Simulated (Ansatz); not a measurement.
# BeS (F-43m): thermal expansion from first principles, part 4 of 4

Wanted: α(T), C_P(T) and B(T) of BeS in the quasi-harmonic approximation.

What experiment has found for this phase:
- heat capacity C_P per formula unit 34.2 J/mol/K and bulk modulus 105 GPa near room temperature (given in “High-Throughput Prediction of Finite-Temperature Properties using the Quasi-Harmonic Approximation”, 2016, arXiv:1603.06924)

Ansatz 0.2.0; DFT LDA, scalar-relativistic, plane waves, PAW (the session's first sound run).

So far, isothermal bulk modulus at 298 K (GPa): step 5 (phonons on strained cells, functional LDA, q-mesh 2×2×2) 98.3; step 7 (q-mesh 4×4×4) 98.2. Also principal linear expansion coefficients at 298 K (× 1e-6/K): step 5 5.23; step 7 5.90.

The database entry behind the starting cell differs from later determinations by our own check (0.1 to 0.3 % short, probably kX units), so it need not match the best structure at ambient conditions.

### Step 8. A new level, relaxed again (continued)

Level of this step: DFT PBE, scalar-relativistic, plane waves, PAW (Ansatz).

Step by step:

| step | energy less that of the first step (eV) | largest force component (eV/Å) | pressure (GPa) | volume (Å³) |
| --- | --- | --- | --- | --- |
| 1 | 0.0000 | 0.0000 | 5.05 | 27.59 |
| 2 | -0.0170 | 0.0000 | 2.14 | 28.35 |
| 3 | -0.0211 | 0.0000 | 0.13 | 28.94 |
| 4 | -0.0211 | 0.0000 | 0.00 | 28.98 |
| 5* | -0.0212 | 0.0000 | 0.01 | 28.98 |

Relaxation steps marked * repeat the geometry before them on a plane-wave basis chosen anew for their cell, so energy and pressure can jump there.

Forces are held to the 24 operations that the run works with; a distortion that breaks them can't arise in this run.

| conventional cell, symmetrised | before | after | change |
| --- | --- | --- | --- |
| a (Å) | 4.796 | 4.876 | +1.7 % |
| b (Å) | 4.796 | 4.876 | +1.7 % |
| c (Å) | 4.796 | 4.876 | +1.7 % |
| volume (Å³/atom) | 13.79 | 14.49 | +5.1 % |

The relaxed structure:

```xyz
2
Lattice="0.0000 2.4380 2.4380 2.4380 0.0000 2.4380 2.4380 2.4380 0.0000" Properties=species:S:1:pos:R:3 pbc="T T T"
Be    0.0000    0.0000    0.0000
S     1.2190    1.2190    1.2190
```

This step gave:

* pressure: 0.009081 GPa
* gap on the k-mesh: 3.145 eV
* volume per atom: 14.49 Å³

The residual pressure is 0.0091 GPa, small enough for phonons.

### Step 9. Phonons on strained cells, q-mesh 4×4×4

The study relaxes the crystal at several strains, solves the phonons on some of them and minimises the free energy at each temperature (static energy, vibrations, the electrons in a metal, and PV under a set pressure); the q-mesh sets how far the force constants reach.

The input, input.yaml:

```yaml
crystal:
  lattice:
    - [0.0, 2.4379882998, 2.4379882998]
    - [2.4379882998, 0.0, 2.4379882998]
    - [2.4379882998, 2.4379882998, 0.0]
  atoms:
    - { symbol: Be, position: [0.0, 0.0, 0.0] }
    - { symbol: S, position: [0.25, 0.25, 0.25] }
kpoints:
  mp_grid: { grid: [8, 8, 8] }
hamiltonian:
  xc: pbe
scf:
  occupations: { method: fixed }
output:
  eigenvalues: true
phonons:
  method: dfpt
  qmesh: [4, 4, 4]
  temperatures: { t_max: 800.0, t_step: 50 }
  thermal_expansion: {}
```

On the command line:

```bash
> ansatz run input.yaml --threads 4 --pin off --max-ram 16384MiB --backend cpu --events-out ev --progress --plain --runs-dir out
```

Numbers of over 12 decimals in the logs are rounded to 6 here.

The program printed:

```text
[...]
Crystal: 2 atoms, lattice volume = 28.982 Å³
Basis set: ecut = 487.2 eV, 725 PW (Γ), exchange–correlation on 50×50×50 points (8 copies of the dense FFT grid, shifted against one another)
Bands: 8, of which v1, the nominal top of the filled ones, is band 4 counted from 1 (3 counted from 0)
Symmetry: 24 space group operations
[...]
vibrations' free energy: its fit passes through its cells
  the electrons' free energy at temperature is not in it: every band gap is over 0.83 eV
  free energies summed between the sampled wave vectors
[...]
the FFT grids of the static calculations differ: 25 × 25 × 25, 27 × 27 × 27
  band gaps on the cells' k-points are 3.079 to 3.258 eV
[key lines of the parts left out:]
SCF converged after 7 iterations
Free energy (F): -996.965722 eV
Fermi energy:    5.156922 eV
P = ⅓ Tr σ = 0.0099 GPa (0.099 kbar)
```

It took 2 min on 4 threads of Arm Neoverse V2, shared host; peak memory 0.7 GiB; 7.7 min of CPU time.

Changing the level of theory (LDA → PBE) takes the volume expansion at 298 K from 17.7 to 20.7 × 10⁻⁶/K and B_T from 98.2 to 89.0 GPa.

### Step 10. Comparing the runs

Times are for 4 threads of Arm Neoverse V2, shared host. The series side by side:

| no. | functional | cutoff (eV) | k-mesh | q-mesh | method | pressure (GPa) | volume expansion coefficient at 298 K (1e-6/K) | C_P at 298 K (J/mol-atom/K) | isothermal bulk modulus at 298 K (GPa) | time | memory (GiB) |
| --- | --- | --- | --- | --- | --- | --- | --- | --- | --- | --- | --- |
| 1 | lda | 487.2 | 8×8×8 | 2×2×2 | dfpt | 0 | 15.70 | 17.84 | 98.25 | 31 s | 0.48 |
| 2 | lda | 487.2 | 8×8×8 | 4×4×4 | dfpt | 0 | 17.70 | 17.92 | 98.21 | 1.7 min | 0.67 |
| 3 | pbe | 487.2 | 8×8×8 | 4×4×4 | dfpt | 0 | 20.66 | 18.44 | 88.97 | 2 min | 0.70 |

The runs together, line volume. Table of expansion coefficient, volume by temperature; values in 1e-6/K:

| temperature (K) | lda, 487.2, 8×8×8, 2×2×2, dfpt, 0 | lda, 487.2, 8×8×8, 4×4×4, dfpt, 0 | pbe, 487.2, 8×8×8, 4×4×4, dfpt, 0 |
| --- | --- | --- | --- |
| 0 | 0 | 0 | 0 |
| 50 | -0.04 | 0.31 | 0.43 |
| 100 | 1.17 | 2.25 | 2.99 |
| 150 | 4.66 | 6.21 | 7.91 |
| 200 | 8.94 | 10.8 | 13.2 |
| 250 | 12.8 | 14.7 | 17.5 |
| 298 | 15.7 | 17.7 | 20.7 |
| 300 | 15.8 | 17.8 | 20.8 |
| 350 | 18.1 | 20.2 | 23.2 |
| 400 | 19.9 | 22.0 | 25.1 |
| 450 | 21.4 | 23.4 | 26.6 |
| 500 | 22.5 | 24.6 | 27.8 |
| 550 | 23.4 | 25.5 | 28.8 |
| 600 | 24.2 | 26.3 | 29.6 |
| 650 | 24.9 | 27.0 | 30.4 |
| 700 | 25.4 | 27.6 | 31.0 |
| 750 | 26.0 | 28.1 | 31.6 |
| 800 | 26.4 | 28.6 | 32.1 |

The runs together, line C_P. The heat capacity, C_P by temperature; values in J/mol-atom/K:

| temperature (K) | lda, 487.2, 8×8×8, 2×2×2, dfpt, 0 | lda, 487.2, 8×8×8, 4×4×4, dfpt, 0 | pbe, 487.2, 8×8×8, 4×4×4, dfpt, 0 |
| --- | --- | --- | --- |
| 0 | 0 | 0 | 0 |
| 50 | 1.37 | 1.17 | 1.17 |
| 100 | 5.62 | 5.42 | 5.57 |
| 150 | 9.66 | 9.60 | 10.0 |
| 200 | 13.1 | 13.2 | 13.7 |
| 250 | 15.9 | 15.9 | 16.5 |
| 298 | 17.8 | 17.9 | 18.4 |
| 300 | 17.9 | 18.0 | 18.5 |
| 350 | 19.4 | 19.5 | 20.0 |
| 400 | 20.6 | 20.6 | 21.0 |
| 450 | 21.4 | 21.5 | 21.9 |
| 500 | 22.1 | 22.2 | 22.5 |
| 550 | 22.6 | 22.7 | 23.0 |
| 600 | 23.0 | 23.1 | 23.4 |
| 650 | 23.4 | 23.5 | 23.7 |
| 700 | 23.7 | 23.8 | 24.0 |
| 750 | 23.9 | 24.0 | 24.2 |
| 800 | 24.1 | 24.2 | 24.4 |

### Step 11. Summary of results

```
settings of these figures                        : PBE, 487.2 eV, k 8×8×8, q 4×4×4
volume expansion coefficient at 298 K            : 20.66 1e-6/K
C_P at 298 K                                     : 18.44 J/mol-atom/K
entropy at 298 K                                 : 15.44 J/mol-atom/K
isothermal bulk modulus at 298 K                 : 88.97 GPa
Grüneisen parameter at 298 K                     : 0.8864
volume at 298 K                                  : 14.68 Å³/atom
principal linear expansion coefficients at 298 K : 6.888, 6.888, 6.888 1e-6/K
```

Near room temperature BeS expands by 20.7 × 10⁻⁶/K in volume by PBE, with C_P = 18.4 J/(mol K) per mole of atoms and B_T = 89.0 GPa. C_P at room temperature is 74 % of the classical 3R an atom, so the stiffest modes are still partly frozen out. A measured bulk modulus near room temperature is 105 GPa (arXiv:1603.06924); the calculated 89.0 GPa differs by -15 %. The table does not say whether its value is isothermal or adiabatic. A measured heat capacity per formula unit near room temperature is 34.2 J/mol/K (arXiv:1603.06924); the calculated 36.9 J/mol/K differs by +8 %. The levels of theory differ by up to 3.0 × 10⁻⁶/K in the volume expansion at 298 K. The interpolation has no quadrupole term, so branches near the zone centre are less sure, since this crystal has sites that are not centres of inversion.

[Logs are printed without paths, hosts, clocks, repeated set-up lines and the standing remarks that a program may print on its own settings, such as how far it seeks lower states.]

[Hosts, paths, dates, database ids (printed as entryN), source tags and the programs' standing remarks are cut or masked in the printed files.]

[A step with changed settings may run another functional than the one named; its input shows which.]
